*What moves in this scan, and why do rows from both sides of zero form one curve?* The cell holds a single Ti atom, so the periodic crystal shifts every Ti together, along a line of alternating Ti and O, while Sr and O stay put. Undisturbed, each Ti has an O neighbour at 1.97 Å ahead of it and another behind. The two directions are therefore equivalent, and only the size of the displacement, called x here, matters. The undisturbed cell is cubic, but any shift makes the crystal polar and tetragonal.

The Ti atom in the five-atom cell of cubic SrTiO3 (a = 3.936 Å) is moved along [100], with the cell and all other atoms fixed. The runs use Ansatz 0.2.0 with PBE, scalar-relativistic PAW datasets, a 420 eV plane-wave cutoff and a Gamma-centred 8×8×8 k mesh. Energies are relative to the undisturbed cell, and pressure is positive in compression.

```
displacement (Å)  energy change (eV a cell)  force along direction (eV/Å summed over the moved atoms)  pressure (GPa)  gap on mesh (eV)
           -0.60                      4.853                                                    30.410           34.52             1.868
           -0.36                      0.748                                                     7.505            9.94             1.932
           -0.12                      0.015                                                     0.435            0.89             1.863
               0                      0.000                                                     0.000            0.01             1.842
            0.18                      0.063                                                    -1.230            2.09             1.883
            0.24                      0.174                                                    -2.594            3.92             1.902
            0.30                      0.388                                                    -4.644            6.50             1.919
            0.42                      1.307                                                   -11.305           14.31             1.936
            0.48                      2.126                                                   -16.200           19.73             1.930
            0.54                      3.278                                                   -22.434           26.36             1.910
```

*If the shift is doubled, how much more energy does it cost?* About twelve times as much: 11.9 times from 0.18 to 0.36 Å, and 12.5 times from 0.30 to 0.60 Å. An ideal spring would give 4, and an energy that grows as x⁴ would give 16. The Ti thus sits in a well with a flat bottom and steep walls. The harmonic picture already fails here at shifts of a tenth or two of an ångström.

*Is the force really the slope of the energy?* Take the row at 0.48 Å. Its neighbours at 0.42 and 0.54 Å give a slope of (3.278 − 1.307)/0.12 = 16.43 eV/Å, while the calculated force has a size of 16.20 eV/Å. The difference comes from the finite step, and a simple model shows it. By symmetry the force F can hold only odd powers of x, and the shortest anharmonic form is F = c₀x + c₁x³.

Averaging this force from x − h to x + h gives F(x) plus an excess of c₁xh². A fit to the forces of all ten rows gives c₁ = 131 eV/Å⁴, so with h = 0.06 Å the excess should be 131 × 0.48 × 0.0036 = 0.23 eV/Å, as found. The force at 0.48 Å was part of the fit, but the energies were not. The same law makes the force at 0.12 Å about half again too large, so its c₀ must not be read as the stiffness at the centre. The output after this text gives the fit and the ratios used below.

*Which atoms balance the force on Ti?* The forces in the cell add up to zero, so the forces on the other atoms show where the reaction goes. At 0.60 Å the nearest O is only 1.37 Å away, and the O of the chain takes 84 % of the 30.4 eV/Å. At 0.12 Å that same O takes less than 1 %, and most of the reaction falls on Sr. The force on Sr divided by the shift stays close to 2.9 eV/Å² in every displaced row, so Sr responds like a partner on an ideal spring.

The contrast follows from two kinds of interaction. The shifted Ti ions form dipoles, whose field pushes the positive Sr forward and pulls the negative chain O backward, towards the advancing Ti. Mixing between the empty 3d states of Ti and the filled 2p states of O strengthens that pull. Against it stands the repulsion of overlapping electron shells, which drives the chain O ahead of the Ti and grows steeply as the contact shortens. Sr, 3.4 Å from Ti, hardly feels this repulsion. This account fits the signs of the forces but isn't proved by them, since the calculation gives only the total force on each atom, not these parts.

*How stiff is the centre of the well?* No row lies between 0 and 0.12 Å, so the stiffness k has to be extrapolated. A polynomial in x² through the ratios F/x gives 0.75 eV/Å² from the four innermost displaced rows and 0.84 from the inner three. Adding rows lowers the result, so the true value is probably a little below 0.75. The four-row value is a small remainder of large terms: 2.8 balanced by Sr, −2.2 by the chain O and 0.1 by the other two O atoms. The minus sign means that for very small shifts the pull on the chain O beats the repulsion.

A near-cancellation of this kind, in the joint motion of all the ions, is what makes SrTiO₃ useful in capacitors. Where ions are held weakly, a small electric field moves them far, and the permittivity is high. At 0.12 Å the ratio F/x has already risen to 3.6 eV/Å², more than four times its value at the centre. Such hardening is why the permittivity of this material falls under bias and can be tuned by a voltage. The numbers themselves don't give a permittivity, because in a real field the O atoms move too.

For the same reason a positive k doesn't prove the cubic crystal stable. For a very small shift, a free chain O would move to meet the Ti and a free Sr would follow the Ti, and both movements lower the energy. Whether the combined motion still costs energy can't be read from a scan in which only Ti moves.

*Does the attraction keep pace as the shift grows?* Suppose it did, as a pull strictly proportional to x, set against exponential repulsion from the O on either side. Then F/x plotted against x² would steepen all the way. Instead its slope first falls, from 178 eV/Å⁴ between 0.12 and 0.18 Å to 127 between 0.42 and 0.48 Å, and only then rises, to 134 between 0.54 and 0.60 Å.

A pull that saturates would explain the early part. Mixing between filled and empty states first lowers the energy as x², but once the states are well mixed, each further step gains less. The well then stiffens quickly near the centre, as the pull fades, and more slowly afterwards, until the repulsion takes over. About half of the slowing shows in the forces on the two O beside the chain, so mixing with them would have to take part. This is a plausible reading, not a demonstrated one, since no orbital data are at hand to test it. The final rise also falls where the Ti–O contact is shortest and the PAW datasets are least certain.

*What would a slightly larger cell do?* The pressure column holds the answer, because pressure is the fall of energy with volume V. Near the centre the energy is E = ½kx², and when the cell expands evenly, x grows with the cell edge. Differentiating gives a pressure P = −½x²(dk/dV + 2k/3V), in which the second term is tiny here. The ratio P/x² falls from 68 to 64 to 61 GPa/Å² over the three innermost displaced rows, and so heads for a little under 60 at the centre. That is about 0.37 eV/Å⁵, and dk/dV is minus twice that, −0.74 eV/Å⁵.

A stiffness of 0.75 eV/Å² would then vanish after an expansion of about 1 Å³ in a cell of 61 Å³. The output gives 1.7 %, or 1.9 % from three rows, which is only about 0.6 % in the cell edge. The stress along the chain is twelve to thirteen times that across it, so the length of the Ti–O contacts matters most. When they lengthen, shell repulsion is expected to fade faster than the dipole forces do, which tips the balance towards the pull. A larger ion in place of Sr acts the same way, and BaTiO₃ is indeed ferroelectric. The critical expansion itself is a straight-line estimate from extrapolated values, so only its order of magnitude counts. It also belongs to Ti moving alone: with all ions free to move, the cubic cell is expected to give way at a smaller edge.

*Which digits would survive a change of functional?* PBE tends to make oxide cells too large, often by something near 1 % in the edge. That is more than the whole margin just estimated, so a functional with a smaller equilibrium cell could give a markedly stiffer centre. Forces and energies agree with each other, as the test at 0.48 Å shows, but that test can't reveal an error from overlapping PAW spheres, which may affect both at the largest shifts. The steep walls, and the large share of the force that the chain O takes there, are expected to survive a change of functional, though not to the last digits printed. The stiffness at the centre is a small difference between large terms and reacts strongly to the cell edge, so not even its first digit is safe.

The analysis program printed:

```
fit of resist on 10 rows: coefficient of d 3.494 +/- 0.26, coefficient of d**3 131.1 +/- 1; rms 0.11, worst -0.12 0.211, leave-one-out rms 0.127
Ratios to the shift (the undisturbed row has none and shows 0):
    row  force/shift eV/A2  Sr force/shift eV/A2  chain O share %  pressure/shift2 GPa/A2
   -0.6              50.68                  2.81            84.29                   95.86
  -0.36              20.85                 2.935            70.02                   76.62
  -0.12              3.625                 2.844           0.4598                   61.11
    0.0                  0                     0                0                       0
   0.18              6.833                 2.873            37.46                    64.2
   0.24              10.81                 2.902            54.04                   67.88
    0.3              15.48                 2.924            63.62                   72.11
   0.42              26.92                 2.932            74.72                   81.07
   0.48              33.75                 2.911            78.41                   85.59
   0.54              41.54                 2.871            81.52                   90.36
Energy ratio of shifts 0.36 and 0.18 A: 11.87
Energy ratio of shifts 0.60 and 0.30 A: 12.51
Energy slope at 0.48 A from the rows 0.42 and 0.54 A, eV/A: 16.43
Its excess over the computed force, eV/A: 0.225
Excess expected from the cubic term of the force law, eV/A: 0.2266
Force law over computed force at 0.12 A, ratio: 1.485
Rise of force/shift per shift squared, 0.12 to 0.18 A, eV/A4: 178.2
Same, 0.42 to 0.48 A, eV/A4: 126.5
Same, 0.54 to 0.60 A, eV/A4: 133.6
Stiffness at the centre extrapolated from four rows, eV/A2: 0.7518
Same from three rows, eV/A2: 0.8369
Part of the four-row value balanced by Sr, eV/A2: 2.815
Part balanced by the chain O, eV/A2: -2.189
Part balanced by the other two O, eV/A2: 0.117
Change of central stiffness with cell volume, eV/A5: -0.7355
Volume expansion for zero stiffness, four rows, percent: 1.676
Same from three rows, percent: 1.86
Largest rise of the mesh gap above the undisturbed cell, eV: 0.094
```
